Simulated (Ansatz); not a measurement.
ScAl3: energy against volume and a worked fit

The structure is cubic, space group Pm-3m (No. 221). The conventional cell has a = 4.088 Å, b = 4.088 Å, c = 4.088 Å, α = 90.00°, β = 90.00°, γ = 90.00°. Sc (site symmetry m-3m) is surrounded by 12 Al at 2.89 Å. Around Al (site symmetry 4/mmm) lie 4 Sc at 2.89 Å and 8 Al at 2.89 Å.

The cell is a database's computed one, not the measured one.

The cell was scaled at fixed shape and fractions and run with Ansatz, Ansatz PAW, cutoff 420 eV; PBE, k mesh 7 × 7 × 7 on the cell of 4 atoms, fermi-dirac occupations of 0.05 eV, no spin polarisation, no spin-orbit coupling. Energies are those that the program minimises, any entropy of the smearing included. For a metal such a mesh isn't converged to the digits shown.

```tsv
V (Å³/atom)	energy over the lowest row (meV/atom)
16.0524	27.19
16.3939	?
16.7354	4.89
17.0770	0.48
17.4185	0.00
17.7601	3.06
18.1016	9.33
```

**Question.** Fit the third-order Birch-Murnaghan form, give V0, B0 and B′, and predict the energy left open.

**Answer.** With y = (V0/V)^(2/3), E = E0 + (9 V0 B0/16) [(y - 1)³ B′ + (y - 1)² (6 - 4y)]. Least squares through the rows shown give V0 = 17.2909 Å³/atom, E0 = -0.26 meV, B0 = 87.37 GPa (1 eV/Å³ = 160.218 GPa) and B′ = 4.10, with a largest miss of 0.01 meV. At V = 16.3939 the form with these constants gives 13.63 meV; the run gave 13.65 meV an atom. Measured volume: 17.27 Å³/atom at 300 K (pmc:8067998, doi:10.3390/ma14081837), so the fit lies +0.1 % from it. Measured modulus: 91.5 GPa at 298 K (pmc:8067998, doi:10.3390/ma14081837), so the fit lies -4.5 % from it. The runs are for a static lattice.
